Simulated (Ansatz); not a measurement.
**F (hcp type): how the settings move a single-point run**

Aim: see which settings change the result for F (hcp type), by how much, and at what cost.

Program: Ansatz 0.2.0. Level of theory: reference: DFT, PBE, norm-conserving pseudopotentials, Ansatz's default files, scalar-relativistic. These are calculated values, not measurements.

## (1) The starting structure

The structure is hexagonal, space group P6_3/mmc (No. 194). Conventional cell: a = 1.906 Å, b = 1.906 Å, c = 2.698 Å, α = 90.00°, β = 90.00°, γ = 120.00°. F (site symmetry -6m2) has 12 F at 1.74 to 1.91 Å as nearest neighbours.

As a file:

```cif
data_structure
_symmetry_space_group_name_H-M 'P 1'
_symmetry_Int_Tables_number 1
_cell_length_a 1.9060
_cell_length_b 1.9060
_cell_length_c 2.6982
_cell_angle_alpha 90.000
_cell_angle_beta 90.000
_cell_angle_gamma 120.000
_cell_volume 8.49
loop_
_atom_site_label
_atom_site_type_symbol
_atom_site_fract_x
_atom_site_fract_y
_atom_site_fract_z
_atom_site_occupancy
F1 F 0.33333 0.66667 0.25000 1
F2 F 0.66667 0.33333 0.75000 1
```

## (2) Reference

Input file input.yaml:

```yaml
crystal:
  lattice:
    - [1.905961351, 0.0, 0.0]
    - [-0.9529806755, 1.6506109486, 0.0]
    - [0.0, 0.0, 2.6981556504]
  atoms:
    - { symbol: F, position: [0.3333333333, 0.6666666667, 0.25] }
    - { symbol: F, position: [0.6666666667, 0.3333333333, 0.75] }
kpoints:
  mp_grid: { grid: [18, 18, 10] }
scf:
  occupations: { method: fermi_dirac, width: 0.05 }
hamiltonian:
  xc: pbe
  pseudopotentials: { kind: nc }
output:
  forces: true
  stress: true
  eigenvalues: true
```

Run with:

```
$ ansatz run input.yaml --threads 1 --pin off --max-ram 2048MiB --backend cpu --events-out ev --progress --plain --runs-dir out
```

## (3) Changing settings: starting moments, mixing.algorithm anderson, mixing.beta 0.9, mixing.ndim 16, spin_polarized true, ecutwfc 800 eV

Input file input.yaml:

```yaml
crystal:
  lattice:
    - [1.905961351, 0.0, 0.0]
    - [-0.9529806755, 1.6506109486, 0.0]
    - [0.0, 0.0, 2.6981556504]
  atoms:
    - { symbol: F, position: [0.3333333333, 0.6666666667, 0.25], spin: 0.2 }
    - { symbol: F, position: [0.6666666667, 0.3333333333, 0.75], spin: 0.2 }
kpoints:
  mp_grid: { grid: [18, 18, 10] }
scf:
  occupations: { method: fermi_dirac, width: 0.05 }
  mixing: { algorithm: anderson, beta: 0.9, ndim: 16 }
hamiltonian:
  xc: pbe
  pseudopotentials: { kind: nc }
output:
  forces: true
  stress: true
  eigenvalues: true
magnetization:
  spin_polarized: true
basis:
  ecutwfc: "800 eV"
```

## (4) Changed: xc rpbe

Changes to input.yaml since step 2:

```diff
@@ -13,3 +13,3 @@
 hamiltonian:
-  xc: pbe
+  xc: rpbe
   pseudopotentials: { kind: nc }
```

Q: Predict the outcome of this session. Wanted: for each run, ending; energy change; pressure; gap; force.

As calculated:

| run | ending | energy change | pressure (GPa) | gap (eV) | force (eV/Å) | cycles | time |
| --- | --- | --- | --- | --- | --- | --- | --- |
| reference | converged | 0 | 424.2 | 0.00 | 0.00 | 6 | 3.6 s |
| 1: starting moments, mixing.algorithm anderson, mixing.beta 0.9, mixing.ndim 16, spin_polarized true, ecutwfc 800 eV | converged | +1.63 eV/atom | 435.4 | 0.00 | 0.00 | 11 | 7.5 s |
| 2: xc rpbe | converged | not comparable | 436.4 | 0.00 | 0.00 | 6 | 4.5 s |

Residual by cycle in the longest SCF loop of each run; runs are numbered as in the table. The quantity is the density residual dr2, in eV.

```
cycle  reference    run 1    run 2
    1      0.797    0.581    0.898
    2      0.149   0.0093    0.171
    3    0.00111   2.9e-4  0.00136
    4     6.5e-6   7.8e-7   3.9e-6
    5     7.6e-8   5.5e-7   3.2e-8
    6     2.5e-9   1.8e-6   1.3e-9
    7          -   1.0e-6        -
    8          -   2.6e-7        -
    9          -   3.1e-9        -
   10          -  9.4e-10        -
   11          -  1.5e-10        -
```

**Reading.** «starting moments, mixing.algorithm anderson, mixing.beta 0.9, mixing.ndim 16, spin_polarized true, ecutwfc 800 eV» moves the energy by +1.63 eV/atom. Run 1 ran under the cutoff that the potentials recommend, as the log warns, so basis error is mixed into its values. The structure is not at rest: the sound run finds 424 GPa, so these are no properties of the relaxed crystal. 
